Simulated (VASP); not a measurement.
# BN (F-43m) in VASP: notebook, part 3 of 3

VASP 6.6.1. Earlier steps stand in the parts before.

## Step 5: G0W0 quasiparticle levels, PBE

POSCAR

```
BN
1.0
    0.0000000000      1.8130010000      1.8130010000
    1.8130010000      0.0000000000      1.8130010000
    1.8130010000      1.8130010000      0.0000000000
N B
1 1
Direct
    0.2500000000      0.2500000000      0.2500000000
    0.0000000000      0.0000000000      0.0000000000
```

INCAR.step1

```
ALGO     = Normal         # electronic algorithm
EDIFF    = 1E-8           # SCF threshold, eV
ENCUT    = 450            # plane-wave cutoff, eV
GGA      = PE             # functional
ISMEAR   = 0              # smearing method
LASPH    = T              # aspherical terms in the spheres
LCHARG   = F              # write CHGCAR
LREAL    = F              # projectors in reciprocal space
LWAVE    = T              # write WAVECAR
NELM     = 80             # most SCF steps
PREC     = Accurate       # precision mode
SIGMA    = 0.01           # smearing width, eV
```

INCAR.step2

```
ALGO     = Exact          # electronic algorithm
EDIFF    = 1E-8           # SCF threshold, eV
ENCUT    = 450            # plane-wave cutoff, eV
GGA      = PE             # functional
ISMEAR   = 0              # smearing method
ISTART   = 1            
LASPH    = T              # aspherical terms in the spheres
LCHARG   = F              # write CHGCAR
LOPTICS  = T              # frequency-dependent dielectric function
LREAL    = F              # projectors in reciprocal space
LWAVE    = T              # write WAVECAR
NBANDS   = 18             # bands
NELM     = 1              # most SCF steps
PREC     = Accurate       # precision mode
SIGMA    = 0.01           # smearing width, eV
```

INCAR.step3

```
ALGO     = EVGW0          # electronic algorithm
EDIFF    = 1E-8           # SCF threshold, eV
ENCUT    = 450            # plane-wave cutoff, eV
ENCUTGW  = 100            # cutoff of the response function
GGA      = PE             # functional
ISMEAR   = 0              # smearing method
ISTART   = 1            
LASPH    = T              # aspherical terms in the spheres
LCHARG   = F              # write CHGCAR
LREAL    = F              # projectors in reciprocal space
LWAVE    = F              # write WAVECAR
NBANDS   = 18             # bands
NBANDSGW = 12           
NELMGW   = 1            
NOMEGA   = 48             # frequency points
PREC     = Accurate       # precision mode
PRECFOCK = Fast         
SIGMA    = 0.01           # smearing width, eV
```

KPOINTS

```
k-points
0
Gamma
  3 3 3
```

Potentials or basis: VASP PAW PBE potentials, release 64 (N_GW, B_GW).

The run is started by

```sh
$ cat potpaw_PBE.64/N_GW/POTCAR potpaw_PBE.64/B_GW/POTCAR > POTCAR
$ cp INCAR.step1 INCAR
$ mpirun -np 1 vasp_std > vasp.out
$ cp INCAR.step2 INCAR
$ mpirun -np 1 vasp_std > vasp.out
$ cp INCAR.step3 INCAR
$ mpirun -np 1 vasp_std > vasp.out
```

OUTCAR:

```text
EDIFF = 1E-8
   ENCUT = 450
   ENCUTGW = 100
   GGA = PE
   ISMEAR = 0
   ISTART = 1
   LASPH = T
   LREAL = F
   NELMGW = 1
   PREC = Accurate
   PRECFOCK = Fast

 Found      4 irreducible k-points:

 Following reciprocal coordinates:
            Coordinates               Weight
  0.000000  0.000000  0.000000      1.000000
  0.333333  0.000000  0.000000      8.000000
  0.333333  0.333333  0.000000      6.000000
 -0.333333  0.333333  0.000000     12.000000
   k-points           NKPTS =      4   k-points in BZ     NKDIM =     27   number of bands    NBANDS=     18
   number of dos      NEDOS =    301   number of ions     NIONS =      2
   total plane-waves  NPLWV =   5832
   dimension x,y,z NGX =    18 NGY =   18 NGZ =   18
   dimension x,y,z NGXF=    36 NGYF=   36 NGZF=   36
   ions per type =               1   1
   NGX,Y,Z   is equivalent  to a cutoff of  11.67, 11.67, 11.67 a.u.
   NGXF,Y,Z  is equivalent  to a cutoff of  23.34, 23.34, 23.34 a.u.
 SYSTEM =  unknown system
   PREC   = accura    normal or accurate (medium, high low for compatibility)
   ISTART =      1    job   : 0-new  1-cont  2-samecut
   ICHARG =      0    charge: 1-file 2-atom 10-const
   ISPIN  =      1    spin polarized calculation?
   LNONCOLLINEAR =      F non collinear calculations
   LSORBIT =      F    spin-orbit coupling
   LASPH  =      T    aspherical Exc in radial PAW
   ENCUT  =  450.0 eV  33.07 Ry    5.75 a.u.   4.43  4.43  4.43*2*pi/ulx,y,z
   NELM   =     60;   NELMIN=  2; NELMDL=  0     # of ELM steps
   EDIFF  = 0.1E-07   stopping-criterion for ELM
   LREAL  =      F    real-space projection
   EDIFFG = 0.1E-06   stopping-criterion for IOM
   NSW    =      0    number of steps for IOM
   IBRION =     -1    ionic relax: 0-MD 1-quasi-New 2-CG
   NFREE  =      0    steps in history (QN), initial steepest desc. (CG)
   ISIF   =      0    stress and relaxation
   ISYM   =      3    0-nonsym 1-usesym 2-fastsym
   POTIM  = 0.5000    time-step for ionic-motion
   TEBEG  =    0.0;   TEEND  =   0.0 temperature during run
   PSTRESS=    0.0 pullay stress
   NELECT =       8.0000    total number of electrons
   NUPDOWN=      -1.0000    fix difference up-down
   EMIN   =  10.00;   EMAX   =-10.00  energy-range for DOS
   EFERMI =   0.00;   METHOD = LEGACY
   ISMEAR =     0;   SIGMA  =   0.01  broadening in eV -4-tet -1-fermi 0-gaus
   EFERMI_NEDOS =   21; number of points for ismear=-14 and -15
   IALGO  =     38    algorithm
   IMIX   =      4    mixing-type and parameters
     AMIX     =   0.40;   BMIX     =  1.00
     AMIX_MAG =   1.60;   BMIX_MAG =  1.00
  volume/ion in A,a.u.               =       5.96        40.22
  Fermi-wavevector in a.u.,A,eV,Ry     =   1.433387  2.708709 27.954506  2.054598
  Thomas-Fermi vector in A             =   2.552911
   LORBIT       =      0    0 simple, 1 ext, 2 COOP (PROOUT), +10 PAW based schemes
   GGA     = PE    functional components
   LHFCALC =     T    Hartree Fock is set to
   PRECFOCK=fast      Normal, Fast or Accurate (Low or Medium for compatibility)
   ENCUT4O =  -1.0   cutoff for four orbital integrals eV
   NKREDX  =     1    reduce k-point grid by
   NKREDY  =     1    reduce k-point grid by
   NKREDZ  =     1    reduce k-point grid by
   AEXX    =    1.0000 exact exchange contribution
   HFSCREEN=    0.0000 screening length (either q_TF or 0.3 A-1)
   HFSCREENC=   0.0000 screening length for correlation (either q_TF or 0.3 A-1)
   ENCUTFOCK=  -1.0 apply spherical cutoff to Coloumb kernel
   IVDW    =     0    specifies the selected vdW correction
   LEPSILON=     F    determine dielectric tensor
   LRPA    =     F    only Hartree local field effects (RPA)
   LRPAFORCE           =     F    calculate RPA forces
   ENCUTGW             = 100.0    cutoff for response function in eV
   ENCUTGWSOFT         =  80.0    soft cutoff for Coulomb kernel in GW response function in eV
   ENCUTLF             =  -1.0    cutoff for local field effects
   NELMGW              =     1    number of iterations in solving QP/BSE equation
   NELMHF              =     1    number of iterations in the inner HF iteration
   NKREDLFX            =     1    NKREDLFY  =   1   NKREDLFZ  =   1
 non-spin polarized calculation
 Gauss-broadening in eV      SIGMA  =   0.01
  energy-cutoff  :      450.00
  volume of cell :       11.92
 maximum number of plane-waves:       259
 NGX is ok and might be reduce to    18
  NGX = 12; NGY = 12; NGZ = 12
   NGX =  9   NGY =  9   NGZ =  9
 maximum number of plane-waves:        28
 NGX is ok and might be reduce to    10

 QP shifts <psi_nk| G(iteration)W_0 |psi_nk>: iteration 1
 for sc-GW calculations column KS-energies equals QP-energies in previous step
 and V_xc(KS)=  KS-energies - (<T + V_ion + V_H > + <T+V_H+V_ion>^1  + <V_x>^1)

 k-point   1 :       0.0000    0.0000    0.0000
  band No.  KS-energies  QP-energies   sigma(KS)   V_xc(KS)     V^pw_x(r,r')   Z            occupation Imag(sigma)

      1     -12.7045     -14.3931     -17.6036     -15.4437     -26.3915       0.7818       2.0000       1.5407
      2       7.4800       7.3370     -18.4322     -18.2590     -22.3910       0.8254       2.0000       0.1290
      3       7.4800       7.3370     -18.4322     -18.2590     -22.3910       0.8254       2.0000       0.1290
      4       7.4800       7.3370     -18.4322     -18.2590     -22.3910       0.8254       2.0000       0.1290
      5      16.1541      17.9773     -11.5420     -13.7408      -6.6858       0.8292       0.0000      -0.1298
      6      16.1541      17.9773     -11.5420     -13.7408      -6.6858       0.8292       0.0000      -0.1298
      7      16.1541      17.9773     -11.5420     -13.7408      -6.6858       0.8292       0.0000      -0.1298
      8      17.6446      19.2582     -13.4047     -15.3925      -8.0853       0.8117       0.0000      -0.1595
      9      31.9542      33.0303     -10.0159     -11.3463      -3.2201       0.8088       0.0000      -0.6897
     10      35.0433      37.1498     -10.7442     -13.2558      -5.3479       0.8387       0.0000      -0.5365
     11      35.0433      37.1498     -10.7442     -13.2558      -5.3479       0.8387       0.0000      -0.5365
     12      35.6373      37.0479      -9.2912     -10.9827      -2.9663       0.8339       0.0000      -0.8803
[... 36 lines left out ...]
      1      -7.3843      -8.6299     -18.8391     -17.2314     -26.7577       0.7748       2.0000       0.9005
      2      -0.9236      -1.9682     -16.3123     -14.9926     -21.3312       0.7915       2.0000       0.2439
      3       0.1065      -0.8971     -16.6524     -15.3973     -21.5376       0.7997       2.0000       0.2139
      4       3.9902       3.4378     -17.3934     -16.7145     -21.7092       0.8137       2.0000       0.1509
      5      15.2084      16.5578     -11.4676     -13.0861      -6.8133       0.8338       0.0000      -0.1246
      6      21.7399      23.8712     -13.3300     -15.9843      -7.8310       0.8030       0.0000      -0.2105
      7      21.9107      24.1980     -12.4840     -15.3419      -6.6763       0.8003       0.0000      -0.2293
      8      23.3440      25.5536     -12.7188     -15.5300      -6.4707       0.7860       0.0000      -0.2868
      9      25.4984      27.2087     -11.2588     -13.3611      -5.6086       0.8136       0.0000      -0.2613
     10      32.3255      34.0765     -10.2637     -12.3564      -4.7162       0.8367       0.0000      -0.5023
     11      34.0402      36.2701     -11.3891     -14.2195      -4.1780       0.7878       0.0000      -0.8166
     12      42.0541      43.8577      -9.4095     -11.5505      -2.9540       0.8425       0.0000      -1.2601
```

Wall time 6.8 s (1 thread of Intel Xeon Platinum 8488C (Sapphire Rapids), shared host); peak memory 0.11 GiB.

The run converged, but some of its settings lie outside the range that counts as converged, so its numbers aren't taken as properties of the crystal.

What came out:

| Quantity | Value |
| --- | --- |
| Band gap on the k mesh, mean-field level | 5.58 eV, indirect (least direct gap 8.67 eV) |
| Quasiparticle gap | 6.94 eV |
| Least direct quasiparticle gap | 10.64 eV |

Caveat: the k mesh is coarse (spacing up to 1.00 Å⁻¹), so the values aren't converged; bands, screening cutoff and mesh are small and nothing is extrapolated, so the quasiparticle values aren't converged; an odd mesh through Γ misses points on the zone boundary, where band edges often lie.

## Step 6: G0W0 quasiparticle levels, PBE

POSCAR is that of step 5.

INCAR.step1 is that of step 5.

INCAR.step2: that of step 5 with these lines changed.

```diff
@@ -11,3 +11,3 @@
 LWAVE    = T              # write WAVECAR
-NBANDS   = 18             # bands
+NBANDS   = 16             # bands
 NELM     = 1              # most SCF steps
```

INCAR.step3: that of step 5 with these lines changed.

```diff
@@ -3,3 +3,3 @@
 ENCUT    = 450            # plane-wave cutoff, eV
-ENCUTGW  = 100            # cutoff of the response function
+ENCUTGW  = 200            # cutoff of the response function
 GGA      = PE             # functional
@@ -11,3 +11,3 @@
 LWAVE    = F              # write WAVECAR
-NBANDS   = 18             # bands
+NBANDS   = 16             # bands
 NBANDSGW = 12
```

KPOINTS is that of step 5.

Potentials or basis: VASP PAW PBE potentials, release 64 (N_GW, B_GW).

The run is started by

```sh
$ cat potpaw_PBE.64/N_GW/POTCAR potpaw_PBE.64/B_GW/POTCAR > POTCAR
$ cp INCAR.step1 INCAR
$ mpirun -np 1 vasp_std > vasp.out
$ cp INCAR.step2 INCAR
$ mpirun -np 1 vasp_std > vasp.out
$ cp INCAR.step3 INCAR
$ mpirun -np 1 vasp_std > vasp.out
```

OUTCAR:

```text
EDIFF = 1E-8
   ENCUT = 450
   ENCUTGW = 200
   GGA = PE
   ISMEAR = 0
   ISTART = 1
   LASPH = T
   LREAL = F
   NELMGW = 1
   PREC = Accurate
   PRECFOCK = Fast

 Found      4 irreducible k-points:

 Following reciprocal coordinates:
            Coordinates               Weight
  0.000000  0.000000  0.000000      1.000000
  0.333333  0.000000  0.000000      8.000000
  0.333333  0.333333  0.000000      6.000000
 -0.333333  0.333333  0.000000     12.000000
   k-points           NKPTS =      4   k-points in BZ     NKDIM =     27   number of bands    NBANDS=     16
   number of dos      NEDOS =    301   number of ions     NIONS =      2
   total plane-waves  NPLWV =   5832
   dimension x,y,z NGX =    18 NGY =   18 NGZ =   18
   dimension x,y,z NGXF=    36 NGYF=   36 NGZF=   36
   ions per type =               1   1
   NGX,Y,Z   is equivalent  to a cutoff of  11.67, 11.67, 11.67 a.u.
   NGXF,Y,Z  is equivalent  to a cutoff of  23.34, 23.34, 23.34 a.u.
[... 54 lines left out ...]
   NELMHF              =     1    number of iterations in the inner HF iteration
   NKREDLFX            =     1    NKREDLFY  =   1   NKREDLFZ  =   1
 non-spin polarized calculation
 Gauss-broadening in eV      SIGMA  =   0.01
  energy-cutoff  :      450.00
  volume of cell :       11.92
 maximum number of plane-waves:       259
 NGX is ok and might be reduce to    18
  NGX = 12; NGY = 12; NGZ = 12
   NGX =  9   NGY =  9   NGZ =  9
 maximum number of plane-waves:        81

 QP shifts <psi_nk| G(iteration)W_0 |psi_nk>: iteration 1
 for sc-GW calculations column KS-energies equals QP-energies in previous step
 and V_xc(KS)=  KS-energies - (<T + V_ion + V_H > + <T+V_H+V_ion>^1  + <V_x>^1)

 k-point   1 :       0.0000    0.0000    0.0000
  band No.  KS-energies  QP-energies   sigma(KS)   V_xc(KS)     V^pw_x(r,r')   Z            occupation Imag(sigma)

      1     -12.7045     -14.3999     -17.6001     -15.4437     -26.3915       0.7862       2.0000       1.6859
      2       7.4800       7.3170     -18.4574     -18.2590     -22.3910       0.8217       2.0000       0.1253
      3       7.4800       7.3170     -18.4574     -18.2590     -22.3910       0.8217       2.0000       0.1253
      4       7.4800       7.3170     -18.4574     -18.2590     -22.3910       0.8217       2.0000       0.1253
      5      16.1541      18.1178     -11.3733     -13.7408      -6.6858       0.8294       0.0000      -0.1281
      6      16.1541      18.1178     -11.3733     -13.7408      -6.6858       0.8294       0.0000      -0.1281
      7      16.1541      18.1178     -11.3733     -13.7408      -6.6858       0.8294       0.0000      -0.1281
      8      17.6446      19.3568     -13.2762     -15.3925      -8.0853       0.8090       0.0000      -0.1652
      9      31.9542      33.2148      -9.7876     -11.3463      -3.2201       0.8088       0.0000      -0.6871
     10      35.0433      37.4859     -10.3705     -13.2558      -5.3479       0.8466       0.0000      -0.5535
     11      35.0433      37.4859     -10.3705     -13.2558      -5.3479       0.8466       0.0000      -0.5535
     12      35.6373      37.1960      -9.1189     -10.9827      -2.9663       0.8363       0.0000      -0.8881
[... 36 lines left out ...]
      1      -7.3843      -8.6195     -18.8261     -17.2314     -26.7577       0.7746       2.0000       1.0055
      2      -0.9236      -1.9556     -16.2972     -14.9926     -21.3312       0.7910       2.0000       0.2468
      3       0.1065      -0.8790     -16.6332     -15.3973     -21.5376       0.7974       2.0000       0.2177
      4       3.9902       3.4350     -17.3984     -16.7145     -21.7092       0.8119       2.0000       0.1506
      5      15.2084      16.6810     -11.3188     -13.0861      -6.8133       0.8333       0.0000      -0.1232
      6      21.7399      23.9326     -13.2431     -15.9843      -7.8310       0.7999       0.0000      -0.2180
      7      21.9107      24.3005     -12.3473     -15.3419      -6.6763       0.7980       0.0000      -0.2352
      8      23.3440      25.6395     -12.6003     -15.5300      -6.4707       0.7835       0.0000      -0.2966
      9      25.4984      27.3419     -11.0974     -13.3611      -5.6086       0.8144       0.0000      -0.2689
     10      32.3255      34.3097      -9.9963     -12.3564      -4.7162       0.8407       0.0000      -0.5035
     11      34.0402      36.3868     -11.2429     -14.2195      -4.1780       0.7884       0.0000      -0.8518
     12      42.0541      44.0959      -9.1373     -11.5505      -2.9540       0.8461       0.0000      -1.2654
```

OUTCAR.step1:

```text
EDIFF = 1E-8
   ENCUT = 450
   GGA = PE
   ISMEAR = 0
   LASPH = T
[... 151 lines left out ...]
 -----------------------------------------------------------------------------------
      0.90650      0.90650      0.90650        -0.000000     -0.000000      0.000000
      0.00000      0.00000      0.00000         0.000000      0.000000     -0.000000
 -----------------------------------------------------------------------------------
    total drift:                                0.000001      0.000001      0.000001

  FREE ENERGIE OF THE ION-ELECTRON SYSTEM (eV)
  ---------------------------------------------------
  free  energy   TOTEN  =       -17.0724773974 eV

  energy  without entropy=      -17.0724773974  energy(sigma->0) =      -17.07247740
```

Wall time 5.9 s (1 thread of Intel Xeon Platinum 8488C (Sapphire Rapids), shared host); peak memory 0.12 GiB.

The run converged, but some of its settings lie outside the range that counts as converged, so its numbers aren't taken as properties of the crystal.

What came out:

* Band gap on the k mesh, mean-field level: 5.58 eV, indirect (least direct gap 8.67 eV)
* Quasiparticle gap: 7.10 eV
* Least direct quasiparticle gap: 10.80 eV

Caveat: the k mesh is coarse (spacing up to 1.00 Å⁻¹), so the values aren't converged; bands, screening cutoff and mesh are small and nothing is extrapolated, so the quasiparticle values aren't converged; an odd mesh through Γ misses points on the zone boundary, where band edges often lie.
